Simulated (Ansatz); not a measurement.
System: SrCl2 (fluorite (111) film, 1 layers).

The cell holds 3 atoms: 2 Cl and 1 Sr. Cell: a = 4.933 Å, b = 4.933 Å, c = 27.100 Å, α = 90.0°, β = 90.0°, γ = 120.0°. It derives from SrCl2. Vacuum lies along c.

```xyz
3
Lattice="4.9333 0.0000 0.0000 -2.4666 4.2723 0.0000 0.0000 0.0000 27.1000" Properties=species:S:1:pos:R:3
Cl    2.4666    1.4241   12.5773
Sr    0.0000    0.0000   13.5500
Cl    0.0000    2.8482   14.5227
```

The structure was relaxed with LDA (ions only). The runs that relaxed it are not among those shown. PAW set soft_2, made with PBE.

Gaps computed with Ansatz 0.2.0 without a self-energy: LDA 4.74 eV and HSE06 6.17 eV.

Estimate the G0W0@LDA gap with 3×3×1 mesh, 679 empty bands, screening to 65 eV, default PAW files.

About 8.05 eV: on its mesh the run moves the gap from 4.79 eV by +3.31 eV, and the mesh misses the edges by 0.05 eV. Among the scalar-relativistic levels given, HSE06 is nearest (−1.88 eV). Bands and cutoff are finite, so the gap is not at the basis limit. The miss can reach some tenths of an eV and take either sign; the mesh is an error of its own. In a film the band edges may be surface states, so its gap need not approach the bulk's. At these cutoffs the gaps of films stand short of the band limit, often by tenths of an eV, while the trend with thickness is less touched. The mesh in the plane is coarse for a sheet; gap and any exciton binding can still move on denser ones. The many-body steps are scalar-relativistic: spin-orbit coupling is not in them.

[Paths, hosts, dates, memory and timing lines, banners, echoed tables and standing remarks are left out of the program output.]

[Logs are printed without paths, hosts, clocks, repeated set-up lines and the standing remarks that a program may print on its own settings, such as how far it seeks lower states.]

[Runs of the session that timed out or met a known fault of the program may be left out.]

[Cells called generated may have been cut or substituted from an entry of the Crystallography Open Database or the Materials Project.]

[Hosts, paths, dates, database ids (printed as entryN), source tags and the programs' standing remarks are cut or masked in the printed files.]
